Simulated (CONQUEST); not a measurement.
# AlN (F-43m) in CONQUEST: settings compared

The runs below take AlN through relaxation of the atoms, molecular dynamics, single point, with PBEint, PBE+D2, revPBE.

Program: CONQUEST 1.3. These are calculated values, not measurements. Logs are shortened: lines on timing, memory, paths and dates and some standing lists are left out, and cuts for length are marked.

## (1) The structure

The structure is cubic, space group F-43m (No. 216). Conventional cell: a = 4.368 Å, b = 4.368 Å, c = 4.368 Å, α = 90.00°, β = 90.00°, γ = 90.00°. Al (site symmetry -43m) has 4 N at 1.89 Å as nearest neighbours. N (site symmetry -43m) has 4 Al at 1.89 Å as nearest neighbours.

Measurements of this composition are mostly on another form, of space group No. 186.

## (2) Relaxation of the atoms, PBEint, collinear spin, antiferromagnetic start (atoms moved at random, drawn with an rms of 0.1 Å)

File Conquest_input:

```
IO.Title AlN
IO.Coordinates coords.dat
IO.FractionalAtomicCoords F
IO.Iprint 2
IO.Iprint_init 1
General.NumberOfSpecies 3
General.PseudopotentialType hamann
General.FunctionalType -60062
General.DifferentFunctional T
AtomMove.TypeOfRun cg
AtomMove.FullStress T
Grid.GridCutoff 120
DM.SolutionMethod diagon
Diag.MPMesh T
Diag.GammaCentred T
Diag.MPMeshX 9
Diag.MPMeshY 9
Diag.MPMeshZ 6
Diag.kT 0.00367493
minE.SCTolerance 1e-7
SC.MaxIters 100
IO.AtomChargeOutput T
Spin.SpinPolarised T
Spin.FixSpin F
SC.LinearMixingFactor 0.3
SC.MaxPulay 8
AtomMove.NumSteps 30
AtomMove.WriteExtXYZ T
AtomMove.OutputFreq 1
AtomMove.WriteXSF F
IO.Iprint_SC 1
IO.Iprint_DM 1
AtomMove.MaxForceTol 5e-4
AtomMove.CGLineMin safe
%block ChemicalSpeciesLabel
1 26.980 Al_1
2 26.980 Al_2
3 14.010 N
%endblock
%block Al_1
Atom.SpinNeUp 1.7500
Atom.SpinNeDn 1.2500
%endblock
%block Al_2
Atom.SpinNeUp 1.2500
Atom.SpinNeDn 1.7500
%endblock
%block N
Atom.SpinNeUp 2.5000
Atom.SpinNeDn 2.5000
%endblock
```

File coords.dat:

```
    5.8366710591     0.0000000000     0.0000000000
    0.0000000000     5.8366710591     0.0000000000
    0.0000000000     0.0000000000     8.2542993708
4
  0.0025126869   5.6284215540   0.1787839972 1 T T T
  2.9208482164   2.7100860245   4.3059336826 2 T T T
  0.0987302093   2.9119297831   6.3154428644 3 T T T
  3.0170657388   5.8302653126   2.1882931790 3 T T T
```

Potentials or basis: PseudoDojo NC PBEsol, SZ, grid cutoff 120 Ha.

Started as:

```sh
OMP_NUM_THREADS=1 Conquest
```

Standard output:

```text
Simulation cell dimensions:     5.8367 a0 x     5.8367 a0 x     8.2543 a0

      Atomic coordinates (a0)
         Atom         X         Y         Z  Species
            1    0.0025    5.6284    0.1788        1
            2    2.9208    2.7101    4.3059        2
            3    0.0987    2.9119    6.3154        3
            4    3.0171    5.8303    2.1883        3

         Monkhorst-Pack mesh:   9 x   9 x   6 gamma-centred
        This calculation includes non-local pseudopotentials,
         with a maximum core radius of      8.23709393

    Job title: AlN
    Job to be run: CG atomic relaxation

    Ground state search:
      Support functions represented with PAO basis
      1:1 PAO to SF mapping
      Spin-polarised electrons; population difference free
      Solving for the K matrix using diagonalisation
      Using Fermi-Dirac smearing

    Integration grid size:     32 x   32 x   48

    Integration grid spacing:  0.182 a0 x 0.182 a0 x 0.172 a0

    Number of species:  3
    --------------------------------------------------------
    |   #  mass (au)  Charge (e)  SF Rad (a0)  NSF  Label  |
    --------------------------------------------------------
    |   1     26.980       3.000        8.573    4  Al_1   |
    |   2     26.980       3.000        8.573    4  Al_2   |
    |   3     14.010       5.000        5.837    4  N      |
    --------------------------------------------------------
          SCF tolerance:                 0.00000010
          SCF iterations:               100

    LibXC version:  6. 2. 2
    Using the GGA functional PBE for hybrid interfaces
    Using the GGA functional PBE for hybrid interfaces
    Minimum blocs/proc is      768. Maximum blocs/proc is      768
    set_atom_dens: In set_atomic_density, electrons (spin=1):       8.000000000000
    set_atom_dens: In set_atomic_density, electrons (spin=2):       8.000000000000

    Screened ion int: energy:     -16.799341508151 Ha

    cg_run: starting relaxation with safemin line minimisation
    cg_run: Tolerance:   0.0005 Ha/a0 Maximum steps:   30
          Harris-Foulkes Energy            :       -25.540666238850015 Ha
          Harris-Foulkes Energy            :       -25.363003987754603 Ha
          Harris-Foulkes Energy            :       -25.349549314771661 Ha
          Harris-Foulkes Energy            :       -25.349854901337590 Ha
          Harris-Foulkes Energy            :       -25.349810989008372 Ha
          Harris-Foulkes Energy            :       -25.349811439623963 Ha
          Harris-Foulkes Energy            :       -25.349811465689875 Ha
          Harris-Foulkes Energy            :       -25.349811125536426 Ha
          Harris-Foulkes Energy            :       -25.349811122210873 Ha
      PulayMixSC: Reached SCF tolerance of  0.95428E-07 after      9 iterations
      | Number of electrons (u/d)=         7.999997        7.999997
      |* Harris-Foulkes energy   =       -25.349811122210873 Ha
      |* DFT total energy        =       -25.349811122205200 Ha

      force: Forces on atoms (Ha/a0)
      force:  Atom   X              Y              Z
      force:     1   0.0202788786   0.0350878585  -0.0045179630
      force:     2   0.0202788786   0.0350878585  -0.0045179630
      force:     3  -0.0201643948  -0.0348343503   0.0042873792
      force:     4  -0.0201643948  -0.0348343502   0.0042873792

      force: Maximum force :        0.03508786(Ha/a0) on atom         1 in y direction
      force: Force Residual:        0.04062769 Ha/a0
      force: Total stress:        -22.70192021     1.34532959     5.97320505 GPa
                             1.34532959   -18.18882367   -10.74288825
                             5.97320505   -10.74288825   -22.05244457
      force: Average pressure:     20.98106281 GPa

      get_E_and_F: Change in energy during last step of electronic optimisation:  0.33256E-08

    GeomOpt - Iter:    0 MaxF:   0.03508786 Ha/a0 E:     -25.34981112 Ha dE:     0.00000000 Ha

    cg_run: gamma =   0.00000000

      safemin: seeking bracketing triplet of points

          Harris-Foulkes Energy            :       -25.353879649355989 Ha
          Harris-Foulkes Energy            :       -25.353869633777549 Ha
          Harris-Foulkes Energy            :       -25.353864007109269 Ha
          Harris-Foulkes Energy            :       -25.353863570956971 Ha
          Harris-Foulkes Energy            :       -25.353863548364153 Ha
          Harris-Foulkes Energy            :       -25.353863548357932 Ha
      PulayMixSC: Reached SCF tolerance of  0.56235E-07 after      6 iterations
      | Number of electrons (u/d)=         7.999994        7.999994
      |* Harris-Foulkes energy   =       -25.353863548357932 Ha
      |* DFT total energy        =       -25.353863548356056 Ha
      get_E_and_F: Change in energy during last step of electronic optimisation:  0.62208E-11
          Harris-Foulkes Energy            :       -25.356804079100598 Ha
          Harris-Foulkes Energy            :       -25.356794573029127 Ha
          Harris-Foulkes Energy            :       -25.356788691224793 Ha
          Harris-Foulkes Energy            :       -25.356788396068392 Ha
          Harris-Foulkes Energy            :       -25.356788373899768 Ha
          Harris-Foulkes Energy            :       -25.356788373893444 Ha
      PulayMixSC: Reached SCF tolerance of  0.49521E-07 after      6 iterations
      | Number of electrons (u/d)=         7.999992        7.999992
      |* Harris-Foulkes energy   =       -25.356788373893444 Ha
      |* DFT total energy        =       -25.356788373891952 Ha
[... 200 lines left out ...]
      force: Forces on atoms (Ha/a0)
      force:  Atom   X              Y              Z
      force:     1  -0.0001825830  -0.0000300333  -0.0000214693
      force:     2  -0.0001825830  -0.0000300333  -0.0000214693
      force:     3  -0.0002780448  -0.0001388462  -0.0000004279
      force:     4  -0.0002780448  -0.0001388462  -0.0000004279

      force: Maximum force :        0.00027804(Ha/a0) on atom         3 in x direction
      force: Force Residual:        0.00025621 Ha/a0
      force: Total stress:        -19.38969075     0.01278562    -0.08965816 GPa
                             0.01278562   -19.56548428     0.09337550
                            -0.08965816     0.09337550   -19.26406121
      force: Average pressure:     19.40641208 GPa

      get_E_and_F: Change in energy during last step of electronic optimisation:  0.87471E-10
      safemin: exit after    3 iterations with energy      -25.3593956902 Ha

      Simulation cell dimensions:     5.8367 a0 x     5.8367 a0 x     8.2543 a0

      Atomic coordinates (a0)
         Atom         X         Y         Z  Species
            1    0.0499    5.7293    0.1513        1
            2    2.9683    2.8110    4.2784        2
            3    0.0490    2.8108    6.3421        3
            4    2.9673    5.7292    2.2149        3

    GeomOpt - Iter:    3 MaxF:   0.00027804 Ha/a0 E:     -25.35939569 Ha dE:    -0.00000520 Ha

    Force Residual:              0.00025621 Ha/a0
    Maximum force:               0.00027804 Ha/a0
    Force tolerance:             0.00050000 Ha/a0
    Energy change:              -0.00000520 Ha

    GeomOpt converged in    3 iterations
    cg_run: maximum force below threshold:      0.00028 Ha/a0

    BIBLIOGRAPHY: Please consider citing the following references in the conquest.bib file

    CONQUEST:         Bowler2002pt, Miyazaki2004, Nakata2020
    Basis:            Bowler2019
    DM:               Bowler:2006xr
    Pseudopotentials: Hamann2013, Bowler2019
    XC references from LibXC:

    Warnings written to file Conquest_warnings; please check
```

Run time: 5.5 min. Hardware: 1 thread of Intel Xeon Platinum 8488C (Sapphire Rapids), shared host; peak memory 0.27 GiB.

Results:

| Quantity | Value |
| --- | --- |
| Free energy | -690.0643 eV |
| Energy gained by relaxing | 65.2 meV/atom |
| Ionic steps | 4 |
| Pressure after relaxing | 19.4 GPa |
| Largest force after relaxing | 0.016 eV/Å |
| Band gap on the k mesh | 3.97 eV |
| Net moment | 0.00 μB per cell |
| Mulliken charges | Al +1.02; N -1.02 e |

Forces in eV/Å, atoms in the order of the input:
```
Al  -0.009 -0.002 -0.001
Al  -0.009 -0.002 -0.001
N   -0.014 -0.007  0.000
N   -0.014 -0.007  0.000
```

Step by step:
| step | energy change (eV) | largest force (eV/Å) |
| --- | --- | --- |
| 1 | 0.0000 | 2.0969 |
| 2 | -0.2545 | 0.3532 |
| 3 | -0.2607 | 0.0596 |
| 4 | -0.2608 | 0.0160 |

Final structure:
```
Al N
1.0
     3.08863    0.00000    0.00000
     0.00000    3.08863    0.00000
     0.00000    0.00000    4.36799
Al N
2 2
Direct
  0.00856 0.98161 0.01832
  0.50856 0.48161 0.51832
  0.00839 0.48158 0.76834
  0.50839 0.98158 0.26834
```

Caveat: the potentials were made for another functional, which shifts forces and pressure; the atomic basis is small; Mulliken charges move with the basis; an odd mesh through Γ misses points on the zone boundary, where band edges often lie; the basis of atomic orbitals isn't converged, which shifts pressures, moduli and gaps.

## (3) Molecular dynamics, PBE+D2 (volume scaled by 1.04)

File Conquest_input:

```
IO.Title AlN
IO.Coordinates coords.dat
IO.FractionalAtomicCoords F
IO.Iprint 2
IO.Iprint_init 1
General.NumberOfSpecies 2
General.PseudopotentialType hamann
General.DFT_D2 T
AtomMove.TypeOfRun md
Grid.GridCutoff 100
DM.SolutionMethod diagon
Diag.MPMesh T
Diag.GammaCentred T
Diag.MPMeshX 6
Diag.MPMeshY 6
Diag.MPMeshZ 4
Diag.kT 0.00183747
minE.SCTolerance 1e-5
Basis.MultisiteSF T
Multisite.LFD T
Multisite.Smear T
SC.MaxIters 100
IO.AtomChargeOutput T
AtomMove.NumSteps 20
AtomMove.WriteExtXYZ T
AtomMove.OutputFreq 1
AtomMove.WriteXSF F
IO.Iprint_SC 1
IO.Iprint_DM 1
AtomMove.IonTemperature 1000
AtomMove.Timestep 1
MD.Ensemble nve
General.RNGSeed 886
%block ChemicalSpeciesLabel
1 26.980 Al
2 14.010 N
%endblock
%block Al
Atom.NumberOfSupports 4
Atom.MultisiteRange 10
Atom.LFDRange 10
%endblock
%block N
Atom.NumberOfSupports 4
Atom.MultisiteRange 10
Atom.LFDRange 10
%endblock
```

File coords.dat:

```
    5.9134781705     0.0000000000     0.0000000000
    0.0000000000     5.9134781705     0.0000000000
    0.0000000000     0.0000000000     8.3629210306
4
  0.0000000000   0.0000000000   0.0000000000 1 T T T
  2.9567390852   2.9567390852   4.1814605153 1 T T T
  0.0000000000   2.9567390852   6.2721907730 2 T T T
  2.9567390852   0.0000000000   2.0907302577 2 T T T
```

Potentials or basis: PseudoDojo NC PBE, DZP, multi-site functions of range 10 bohr, grid cutoff 100 Ha.

Started as:

```sh
OMP_NUM_THREADS=1 Conquest
```

Standard output:

```text
Simulation cell dimensions:     5.9135 a0 x     5.9135 a0 x     8.3629 a0

      Atomic coordinates (a0)
         Atom         X         Y         Z  Species
            1    0.0000    0.0000    0.0000        1
            2    2.9567    2.9567    4.1815        1
            3    0.0000    2.9567    6.2722        2
            4    2.9567    0.0000    2.0907        2

         Monkhorst-Pack mesh:   6 x   6 x   4 gamma-centred
        This calculation includes non-local pseudopotentials,
         with a maximum core radius of      8.23709393

    Job title: AlN
    Job to be run: NVE MD run for    20 steps
      Initial ion temperature:  1000.000K

    Ground state search:
      Support functions represented with PAO basis
      Multi-site SFs used with local filter diagonalisation
      Non-spin-polarised electrons
      Solving for the K matrix using diagonalisation
      Using Fermi-Dirac smearing

    Integration grid size:     32 x   32 x   40

    Integration grid spacing:  0.185 a0 x 0.185 a0 x 0.209 a0

    Number of species:  2
    --------------------------------------------------------
    |   #  mass (au)  Charge (e)  SF Rad (a0)  NSF  Label  |
    --------------------------------------------------------
    |   1     26.980       3.000       18.237    4  Al     |
    |   2     14.010       5.000       15.484    4  N      |
    --------------------------------------------------------

          PAOs are contracted to multi-site support functions
          SCF tolerance:                 0.00001000
          SCF iterations:               100

    The functional used will be GGA PBE96

    Minimum blocs/proc is      640. Maximum blocs/proc is      640
    set_atom_dens: In set_atomic_density, electrons :      16.000000000000
    Init_SFcoeff: Time for making initial multi-site SF coeffficients:         788.30873200 ms

    Screened ion int: energy:     -17.030091813784 Ha

    md_run: starting MD run with     20 steps
    init_md: MD ensemble is nve
    init_vel: initial kinetic energy is    1000.000 K
    init_thermo: starting
    init_thermo: Thermostat type: none
    init_thermo: Extended system: F
    init_baro:Barostat type:   none
    init_baro:Extended system: F
          Harris-Foulkes Energy            :       -25.736400122415052 Ha
          Harris-Foulkes Energy            :       -25.612200744034315 Ha
          Harris-Foulkes Energy            :       -25.593521177955438 Ha
          Harris-Foulkes Energy            :       -25.593333831980843 Ha
          Harris-Foulkes Energy            :       -25.593338541151898 Ha
          Harris-Foulkes Energy            :       -25.593337887516313 Ha
      PulayMixSC: Reached SCF tolerance of  0.17336E-05 after      6 iterations
      | Number of electrons      =        16.000011
      |* Harris-Foulkes energy   =       -25.593337887516313 Ha
      |* DFT total energy        =       -25.593337884634316 Ha

      force: Maximum force :        0.00000000(Ha/a0) on atom         3 in z direction
      force: Force Residual:        0.00000000 Ha/a0
      force: Total stress:          2.06159418     2.06159418     2.43876523 GPa
      force: Average pressure:     -2.18731786 GPa

      get_E_and_F: Change in energy during last step of electronic optimisation:  0.65364E-06

    MD step:      0 KE:         0.01900059 Ha IntEnergy:         -25.59333789 Ha TotalEnergy:         -25.57433730 Ha
    Ionic temperature       :   1000.00000000 K
    write_md_data: starting

    md_run: iteration     1
    integrate_pt: first call
    update_pos_and_box: starting

    Screened ion int: energy:     -17.029522885543 Ha

          Harris-Foulkes Energy            :       -25.593160436837831 Ha
          Harris-Foulkes Energy            :       -25.593149282457045 Ha
          Harris-Foulkes Energy            :       -25.593149257794185 Ha
          Harris-Foulkes Energy            :       -25.593149015045029 Ha
      PulayMixSC: Reached SCF tolerance of  0.79912E-05 after      4 iterations
      | Number of electrons      =        16.000010
      |* Harris-Foulkes energy   =       -25.593149015045029 Ha
      |* DFT total energy        =       -25.593148949685158 Ha

      force: Maximum force :        0.00450150(Ha/a0) on atom         2 in x direction
      force: Force Residual:        0.00490265 Ha/a0
      force: Total stress:          2.04871207     1.72863618     2.08441139 GPa
      force: Average pressure:     -1.95391988 GPa

      get_E_and_F: Change in energy during last step of electronic optimisation:  0.24275E-06
    integrate_pt: second call

    MD step:      1 KE:         0.01881229 Ha IntEnergy:         -25.59314902 Ha TotalEnergy:         -25.57433672 Ha
    Ionic temperature       :    990.08986673 K
    Maximum force:               0.00450150 Ha/a0
    Force Residual:              0.00490265 Ha/a0
    Energy change:               0.00018887 Ha
    Conserved quantity H'   :    -25.57433672 Ha
    Components of conserved quantity
    Kinetic energy          :      0.01881229 Ha
    Potential energy        :    -25.59314902 Ha
[... 875 lines left out ...]
      force: Maximum force :        0.04230010(Ha/a0) on atom         2 in x direction
      force: Force Residual:        0.03148306 Ha/a0
      force: Total stress:          2.36582818     0.80118383    -0.55463607 GPa
      force: Average pressure:     -0.87079198 GPa

      get_E_and_F: Change in energy during last step of electronic optimisation:  0.82842E-07
    integrate_pt: second call

    MD step:     20 KE:         0.00723687 Ha IntEnergy:         -25.58150035 Ha TotalEnergy:         -25.57426348 Ha
    Ionic temperature       :    380.87613005 K
    Maximum force:               0.04230010 Ha/a0
    Force Residual:              0.03148306 Ha/a0
    Energy change:              -0.00074048 Ha
    Conserved quantity H'   :    -25.57426348 Ha
    Components of conserved quantity
    Kinetic energy          :      0.00723687 Ha
    Potential energy        :    -25.58150035 Ha

      Simulation cell dimensions:     5.9135 a0 x     5.9135 a0 x     8.3629 a0

      Atomic coordinates (a0)
         Atom         X         Y         Z  Species
            1    5.6788    5.8042    8.3341        1
            2    3.2358    3.0180    4.1741        1
            3    0.0078    2.9359    6.3610        2
            4    2.8631    0.1135    2.0713        2
    get_T_and_KE: KE:     0.007237 Ha
    get_T_and_KE: T:    380.876014 K
    get_P_and_stress:  P:    -0.385422 GPa
    get_P_and_stress: PV:     0.000000 Ha
    write_md_data: starting

    BIBLIOGRAPHY: Please consider citing the following references in the conquest.bib file

    CONQUEST:         Bowler2002pt, Miyazaki2004, Nakata2020
    Basis:            Bowler2019, Nakata2014, Nakata2015
    DM:               Bowler:2006xr
    Pseudopotentials: Hamann2013, Bowler2019
    MD:               Arita2014,
    XC functional:    Perdew1996
```

Run time: 18 min. Hardware: 1 thread of Intel Xeon Platinum 8488C (Sapphire Rapids), shared host; peak memory 0.64 GiB.

What came out:

```
Mulliken charges : Al +2.07, +1.99; N -2.03 e
```

Step by step:
```tsv
step	potential energy change (eV)	largest force (eV/Å)	volume (Å³)	temperature (K)
1	0.0000	0.0000	43.34	1000
2	0.0051	0.3115	43.34	990
3	0.0202	0.5990	43.34	961
4	0.0443	0.8884	43.34	915
5	0.0762	1.1724	43.34	854
6	0.1146	1.4511	43.34	780
7	0.1574	1.6998	43.34	698
8	0.2023	1.9346	43.34	611
9	0.2472	2.1381	43.34	525
10	0.2896	2.3066	43.34	443
11	0.3274	2.4239	43.34	370
12	0.3583	2.4966	43.34	310
13	0.3818	2.5592	43.34	266
14	0.3968	2.5765	43.34	237
15	0.4032	2.5534	43.34	224
16	0.4018	2.4844	43.34	227
17	0.3934	2.3884	43.34	243
18	0.3796	2.2668	43.34	270
19	0.3620	2.2505	43.34	304
20	0.3423	2.2325	43.34	342
21	0.3221	2.1971	43.34	381
```

Caveat: Mulliken charges move with the basis; multi-site functions contract the basis, which raises the energy a little and makes forces and stress less exact; the basis of atomic orbitals isn't converged, which shifts pressures, moduli and gaps.

(Continued in part 2 of 2.)
